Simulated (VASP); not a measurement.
# C (P6_3/mmc) in VASP: notebook, part 2 of 2

VASP 6.6.1.

## Step 6: Band structure, TPSS

The COD entry that gives the cell may itself be a prediction, so a difference from it is no test against experiment.

Input file INCAR:

```
SYSTEM = C
PREC = Accurate ; ENCUT = 520
EDIFF = 1E-7 ; ISMEAR = -1
SIGMA = 0.05 ; LREAL = .FALSE.
LASPH = .TRUE. ; NELM = 80
ALGO = Normal ; ISIF = 2
LWAVE = .FALSE. ; LCHARG = .FALSE.
METAGGA = TPSS ; LMIXTAU = .TRUE.
NBANDS = 26
```

Input file KPOINTS:

```
regular mesh
0
G
  12 12 4
  0 0 0
```

Input file POSCAR:

```
C
1.0
    2.5221000000      0.0000000000      0.0000000000
   -1.2610500000      2.1842026709      0.0000000000
    0.0000000000      0.0000000000      8.2371000000
C
8
Direct
    0.6666666667      0.3333333333      0.8437500000
    0.3333333333      0.6666666667      0.3437500000
    0.6666666667      0.3333333333      0.6562500000
    0.3333333333      0.6666666667      0.1562500000
    0.0000000000      0.0000000000      0.9062500000
    0.0000000000      0.0000000000      0.4062500000
    0.0000000000      0.0000000000      0.5937500000
    0.0000000000      0.0000000000      0.0937500000
```

Input file KPOINTS_OPT:

```
path GMKGALHA,LM,KH
10
line-mode
reciprocal
 0.0000000000  0.0000000000  0.0000000000  G
 0.5000000000  0.0000000000  0.0000000000  M

 0.5000000000  0.0000000000  0.0000000000  M
 0.3333333333  0.3333333333  0.0000000000  K

 0.3333333333  0.3333333333  0.0000000000  K
 0.0000000000  0.0000000000  0.0000000000  G

 0.0000000000  0.0000000000  0.0000000000  G
 0.0000000000  0.0000000000  0.5000000000  A

 0.0000000000  0.0000000000  0.5000000000  A
 0.5000000000  0.0000000000  0.5000000000  L

 0.5000000000  0.0000000000  0.5000000000  L
 0.3333333333  0.3333333333  0.5000000000  H

 0.3333333333  0.3333333333  0.5000000000  H
 0.0000000000  0.0000000000  0.5000000000  A

 0.5000000000  0.0000000000  0.5000000000  L
 0.5000000000  0.0000000000  0.0000000000  M

 0.3333333333  0.3333333333  0.0000000000  K
 0.3333333333  0.3333333333  0.5000000000  H
```

Potentials or basis: VASP PAW PBE potentials, release 64 (C).

Launch:

```bash
$ cat potpaw_PBE.64/C/POTCAR > POTCAR
$ mpirun -np 1 vasp_std > vasp.out
```

OUTCAR:

```text
SYSTEM = C
   PREC = Accurate
   ENCUT = 520
   EDIFF = 1E-7
   ISMEAR = -1
   LREAL = .FALSE.
   LASPH = .TRUE.
   NELM = 80
   ISIF = 2
   METAGGA = TPSS

 ion  position               nearest neighbor table
   1  0.667  0.333  0.844-   3 1.54   5 1.54   5 1.54   5 1.54
   2  0.333  0.667  0.344-   4 1.54   6 1.54   6 1.54   6 1.54
   3  0.667  0.333  0.656-   1 1.54   7 1.54   7 1.54   7 1.54
   4  0.333  0.667  0.156-   2 1.54   8 1.54   8 1.54   8 1.54
   5  0.000  0.000  0.906-   8 1.54   1 1.54   1 1.54   1 1.54
   6  0.000  0.000  0.406-   7 1.54   2 1.54   2 1.54   2 1.54
   7  0.000  0.000  0.594-   6 1.54   3 1.54   3 1.54   3 1.54
   8  0.000  0.000  0.094-   5 1.54   4 1.54   4 1.54   4 1.54

  LATTYP: Found a hexagonal cell.
 ALAT       =     2.5221000000
 C/A-ratio  =     3.2659688355

  Lattice vectors:

 A1 = (   2.5221000000,   0.0000000000,   0.0000000000)
 A2 = (  -1.2610500000,   2.1842026709,   0.0000000000)
 A3 = (   0.0000000000,   0.0000000000,   8.2371000000)

Analysis of symmetry for initial positions (statically):
=====================================================================
 Subroutine PRICEL returns:
 Original cell was already a primitive cell.

 Routine SETGRP: Setting up the symmetry group for a
 hexagonal supercell.

 Subroutine GETGRP returns: Found 24 space group operations
 (whereof 12 operations were pure point group operations)
 out of a pool of 24 trial point group operations.

The static configuration has the point symmetry D_3d.
 The point group associated with its full space group is D_6h.

Analysis of symmetry for dynamics (positions and initial velocities):
=====================================================================
 Subroutine PRICEL returns:
 Original cell was already a primitive cell.

 Routine SETGRP: Setting up the symmetry group for a
 hexagonal supercell.

 Subroutine GETGRP returns: Found 24 space group operations
 (whereof 12 operations were pure point group operations)
 out of a pool of 24 trial point group operations.

The dynamic configuration has the point symmetry D_3d.
 The point group associated with its full space group is D_6h.

 Subroutine INISYM returns: Found 24 space group operations
 (whereof 12 operations are pure point group operations),
 and found     1 'primitive' translations

----------------------------------------------------------------------------------------

                                     Primitive cell

  volume of cell :      45.3764

  direct lattice vectors                    reciprocal lattice vectors
     2.522100000  0.000000000  0.000000000     0.396494984  0.228916486  0.000000000
    -1.261050000  2.184202671  0.000000000     0.000000000  0.457832972  0.000000000
     0.000000000  0.000000000  8.237100000     0.000000000  0.000000000  0.121401950

  length of vectors
     2.522100000  2.522100000  8.237100000     0.457832972  0.457832972  0.121401950

  position of ions in fractional coordinates (direct lattice)
     0.666666667  0.333333333  0.843750000
     0.333333333  0.666666667  0.343750000
     0.666666667  0.333333333  0.656250000
     0.333333333  0.666666667  0.156250000
     0.000000000  0.000000000  0.906250000
     0.000000000  0.000000000  0.406250000
[... 46 lines left out ...]
  0.333333  0.000000  0.000000      6.000000
  0.416667  0.000000  0.000000      6.000000
[... 16 lines left out ...]
  0.250000  0.000000  0.250000     12.000000
  0.333333  0.000000  0.250000     12.000000
 [... further k-points ...]
   k-points           NKPTS =     57   k-points in BZ     NKDIM =     57   number of bands    NBANDS=     26
   number of dos      NEDOS =    301   number of ions     NIONS =      8
   total plane-waves  NPLWV =  25600
   dimension x,y,z NGX =    20 NGY =   20 NGZ =   64
   dimension x,y,z NGXF=    40 NGYF=   40 NGZF=  128
   ions per type =               8
   NGX,Y,Z   is equivalent  to a cutoff of  13.18, 13.18, 12.92 a.u.
   NGXF,Y,Z  is equivalent  to a cutoff of  26.37, 26.37, 25.83 a.u.
 SYSTEM =  C
   PREC   = accura    normal or accurate (medium, high low for compatibility)
   ISTART =      0    job   : 0-new  1-cont  2-samecut
   ICHARG =      2    charge: 1-file 2-atom 10-const
   ISPIN  =      1    spin polarized calculation?
   LNONCOLLINEAR =      F non collinear calculations
   LSORBIT =      F    spin-orbit coupling
   LASPH  =      T    aspherical Exc in radial PAW
   ENCUT  =  520.0 eV  38.22 Ry    6.18 a.u.   4.69  4.69 15.32*2*pi/ulx,y,z
   NELM   =     80;   NELMIN=  2; NELMDL= -5     # of ELM steps
   EDIFF  = 0.1E-06   stopping-criterion for ELM
   LREAL  =      F    real-space projection
   EDIFFG = 0.1E-05   stopping-criterion for IOM
   NSW    =      0    number of steps for IOM
   IBRION =     -1    ionic relax: 0-MD 1-quasi-New 2-CG
   NFREE  =      0    steps in history (QN), initial steepest desc. (CG)
   ISIF   =      2    stress and relaxation
   ISYM   =      2    0-nonsym 1-usesym 2-fastsym
   POTIM  = 0.5000    time-step for ionic-motion
   TEBEG  =    0.0;   TEEND  =   0.0 temperature during run
   PSTRESS=    0.0 pullay stress
   NELECT =      32.0000    total number of electrons
   NUPDOWN=      -1.0000    fix difference up-down
   EMIN   =  10.00;   EMAX   =-10.00  energy-range for DOS
   EFERMI =   0.00;   METHOD = LEGACY
   ISMEAR =    -1;   SIGMA  =   0.05  broadening in eV -4-tet -1-fermi 0-gaus
   EFERMI_NEDOS =   21; number of points for ismear=-14 and -15
   IALGO  =     38    algorithm
   IMIX   =      4    mixing-type and parameters
     AMIX     =   0.40;   BMIX     =  1.00
     AMIX_MAG =   1.60;   BMIX_MAG =  1.00
  volume/ion in A,a.u.               =       5.67        38.28
  Fermi-wavevector in a.u.,A,eV,Ry     =   1.457186  2.753682 28.890486  2.123391
  Thomas-Fermi vector in A             =   2.574017
   LORBIT       =      0    0 simple, 1 ext, 2 COOP (PROOUT), +10 PAW based schemes
   METAGGA = TPSS    functional components
   LHFCALC =     F    Hartree Fock is set to
   AEXX    =    0.0000 exact exchange contribution
   IVDW    =     0    specifies the selected vdW correction
   LEPSILON=     F    determine dielectric tensor
   LRPA    =     F    only Hartree local field effects (RPA)
 non-spin polarized calculation
  energy-cutoff  :      520.00
  volume of cell :       45.38
 maximum number of plane-waves:      1242
 NGX is ok and might be reduce to    20
   NGX =  9   NGY =  9   NGZ = 31

 number of electron      31.9999995 magnetization

 Free energy of the ion-electron system (eV)
  ---------------------------------------------------
  ext. energy  EPLUGINS =         0.00000000
  ---------------------------------------------------
  free energy    TOTEN  =       -83.50425873 eV

  energy without entropy =      -83.50425873  energy(sigma->0) =      -83.50425873

 E-fermi :  10.8864     XC(G=0): -13.5134

 val. band max:        9.9166372785   @ k =   0.0000   0.0000   0.0000
 cond. band min:      14.3443074842   @ k =   0.4167   0.0000   0.0000
 fundamental gap:      4.4276702057
 Fermi energy:        10.8863799834

 k-point     1 :       0.0000    0.0000    0.0000
  band No.  band energies     occupation
      1     -12.1466      2.00000
      2     -10.4208      2.00000
      3     -10.3723      2.00000
      4      -6.2607      2.00000
      5      -3.8399      2.00000
      6       3.0555      2.00000
[... 685 lines left out ...]
     25      20.6694      0.00000
     26      22.4914      0.00000

 [... further k-points ...]

------------------------ aborting loop because EDIFF is reached ----------------------------------------

  FORCE on cell =-STRESS in cart. coord.  units (eV):
  Direction    XX          YY          ZZ          XY          YZ          ZX
  --------------------------------------------------------------------------------------
  -------------------------------------------------------------------------------------
  Total       -0.5288090     -0.5288090      3.0057198      0.0000000     -0.0000000     -0.0000000
  in kB      -18.6715278    -18.6715278    106.1278814      0.0000000     -0.0000000     -0.0000000
  external PRESSURE =      22.9282753 kB  Pullay stress =       0.0000000 kB

 VOLUME and BASIS-vectors are now :
 -----------------------------------------------------------------------------
  energy-cutoff  :      520.00
  volume of cell :       45.38
      direct lattice vectors                 reciprocal lattice vectors
     2.522100000  0.000000000  0.000000000     0.396494984  0.228916486  0.000000000
    -1.261050000  2.184202671  0.000000000     0.000000000  0.457832972  0.000000000
     0.000000000  0.000000000  8.237100000     0.000000000  0.000000000  0.121401950

 POSITION                                       TOTAL-FORCE (eV/Angst)
 -----------------------------------------------------------------------------------
      1.26105      0.72807      6.95005        -0.000000      0.000000      0.322962
     -0.00000      1.45614      2.83150        -0.000000     -0.000000      0.322962
      1.26105      0.72807      5.40560        -0.000000      0.000000     -0.322962
     -0.00000      1.45614      1.28705         0.000000     -0.000000     -0.322962
      0.00000      0.00000      7.46487         0.000000      0.000000      0.333086
      0.00000      0.00000      3.34632         0.000000     -0.000000      0.333086
      0.00000      0.00000      4.89078         0.000000      0.000000     -0.333086
      0.00000      0.00000      0.77223         0.000000      0.000000     -0.333086
 -----------------------------------------------------------------------------------
    total drift:                               -0.000000      0.000000      0.000000

  FREE ENERGIE OF THE ION-ELECTRON SYSTEM (eV)
  ---------------------------------------------------
  free  energy   TOTEN  =       -83.5042587322 eV

  energy  without entropy=      -83.5042587322  energy(sigma->0) =      -83.50425873
```

It took 6.2 min on 1 thread of AMD EPYC 9R45 (Zen 5), shared host; peak memory 0.18 GiB.

What came out:

| Quantity | Value |
| --- | --- |
| Free energy | -83.5043 eV |
| Pressure | 2.3 GPa |
| Largest force | 0.333 eV/Å |
| Band gap on the k mesh | 4.43 eV, indirect (least direct gap 5.40 eV) |
| Band gap along the path | 4.44 eV, indirect (least direct gap 5.40 eV) |

Forces in eV/Å, atoms in the order of the input:
```
C    0.000  0.000  0.323
C    0.000  0.000  0.323
C    0.000  0.000 -0.323
C    0.000  0.000 -0.323
C    0.000  0.000  0.333
C    0.000  0.000  0.333
C    0.000  0.000 -0.333
C    0.000  0.000 -0.333
```

Levels at the corners of the path, in eV from the valence-band top:
| point | band 14 | band 15 | band 16 | band 17 | band 18 | band 19 |
| --- | --- | --- | --- | --- | --- | --- |
| Γ | -0.23 | 0.00 | 0.00 | 5.40 | 5.40 | 5.93 |
| M | -4.60 | -3.74 | -2.96 | 4.47 | 5.59 | 5.98 |
| M | -4.60 | -3.74 | -2.96 | 4.47 | 5.59 | 5.98 |
| K | -5.73 | -5.73 | -4.07 | 6.33 | 6.33 | 8.05 |
| K | -5.73 | -5.73 | -4.07 | 6.33 | 6.33 | 8.05 |
| Γ | -0.23 | 0.00 | 0.00 | 5.40 | 5.40 | 5.93 |
| Γ | -0.23 | 0.00 | 0.00 | 5.40 | 5.40 | 5.93 |
| A | -0.68 | -0.68 | -0.68 | 6.19 | 6.19 | 6.19 |
| A | -0.68 | -0.68 | -0.68 | 6.19 | 6.19 | 6.19 |
| L | -4.79 | -3.70 | -3.70 | 4.84 | 4.84 | 7.17 |
| L | -4.79 | -3.70 | -3.70 | 4.84 | 4.84 | 7.17 |
| H | -5.43 | -5.16 | -5.16 | 5.27 | 5.27 | 9.98 |
| H | -5.43 | -5.16 | -5.16 | 5.27 | 5.27 | 9.98 |
| A | -0.68 | -0.68 | -0.68 | 6.19 | 6.19 | 6.19 |
| L | -4.79 | -3.70 | -3.70 | 4.84 | 4.84 | 7.17 |
| M | -4.60 | -3.74 | -2.96 | 4.47 | 5.59 | 5.98 |
| K | -5.73 | -5.73 | -4.07 | 6.33 | 6.33 | 8.05 |
| H | -5.43 | -5.16 | -5.16 | 5.27 | 5.27 | 9.98 |

Caveat: the PAW data sets were made with another functional, which shifts forces and pressure a little. TPSS opens gaps a little over a GGA but as a rule still falls short of measured ones.

## Step 7: Summary

| task | level | potentials or basis | smearing | ladder | gap on the mesh (eV) | pressure (GPa) | largest force (eV/Å) |
| --- | --- | --- | --- | --- | --- | --- | --- |
| dielectric tensor | LDA | VASP PAW LDA potentials, release 64 (C) | gaussian 0.02 eV | free | 4.37 | - | - |
| band structure | r2SCAN | VASP PAW PBE potentials, release 64 (C) | fermi-dirac 0.05 eV | - | 4.62 | -0.8 | 0.36 |
| band structure | SCAN | VASP PAW PBE potentials, release 64 (C) | fermi-dirac 0.05 eV | - | 4.80 | -3.7 | 0.35 |
| band structure | rSCAN | VASP PAW PBE potentials, release 64 (C) | fermi-dirac 0.05 eV | - | 4.66 | -2.9 | 0.36 |
| band structure | TPSS | VASP PAW PBE potentials, release 64 (C) | fermi-dirac 0.05 eV | - | 4.43 | 2.3 | 0.33 |

Alike in all rows: no spin polarisation; cell as given; k mesh 12 × 12 × 4; cutoff (eV) 520.

Caveats: the PAW data sets were made with another functional, which shifts forces and pressure a little (some runs).

Total energies depend on the potentials used, so only differences within one code and one set of settings carry meaning.
